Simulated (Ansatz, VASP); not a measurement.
# Two plane-wave programs on Pb

File INCAR:

```
PREC     = Accurate       # precision mode
ENCUT    = 520            # plane-wave cutoff, eV
EDIFF    = 1E-6           # SCF threshold, eV
ISMEAR   = 0              # smearing method
SIGMA    = 0.05           # smearing width, eV
LREAL    = False          # projectors in reciprocal space
LASPH    = True           # aspherical terms in the spheres
NELM     = 60             # most SCF steps
ALGO     = Fast           # electronic algorithm
ISIF     = 2              # what is computed and relaxed
LWAVE    = False          # write WAVECAR
LCHARG   = False          # write CHGCAR
GGA      = PE             # functional
NBANDS   = 13             # bands
```

The input KPOINTS:

```
Automatic mesh
0
Gamma
  12 12 12
```

File POSCAR:

```
Pb
1.0
    0.0000000000      2.5703053504      2.5703053504
    2.5703053504      0.0000000000      2.5703053504
    2.5703053504      2.5703053504      0.0000000000
Pb
1
Direct
    0.0000000000      0.0000000000      0.0000000000
```

Input for Ansatz:

```yaml
crystal:
  lattice:
    - [0.0, 2.5703053504, 2.5703053504]
    - [2.5703053504, 0.0, 2.5703053504]
    - [2.5703053504, 2.5703053504, 0.0]
  atoms:
    - { symbol: Pb, position: [0.0, 0.0, 0.0] }
basis:
  ecutwfc: 420
  fft_grid_basis: typed
kpoints:
  mp_grid: { grid: [12, 12, 12] }
hamiltonian:
  xc: pbe
scf:
  occupations: { method: gaussian, width: 0.05 }
output:
  forces: true
  stress: true
  eigenvalues: true
  bader: true
  write_density: true
  volumetric_format: npy
  elf: true
```

Alike in both runs: task single point; functional PBE; k mesh 12 × 12 × 12; occupations gaussian, width 0.05 eV; no spin polarisation.

```csv
,VASP,Ansatz
version,VASP 6.6.1,Ansatz 0.2.0
potentials or method,"VASP PAW PBE potentials, release 64 (Pb_d)","scalar-relativistic, plane waves, PAW"
plane-wave cutoff (eV),520,420
valence electrons in the cell,14,14
```

```tsv
	VASP	Ansatz	Ansatz less VASP
gap on the k mesh at the Fermi level (eV)	none	none	-
pressure (GPa)	-1.9	-1.9	+0.01
```

A gap of «none» marks a metal or a gap that the smearing closes. The functional is the same, so the differences come from potentials, cutoffs and numerics.

Spin-orbit coupling is left out, which matters for the levels of Pb.
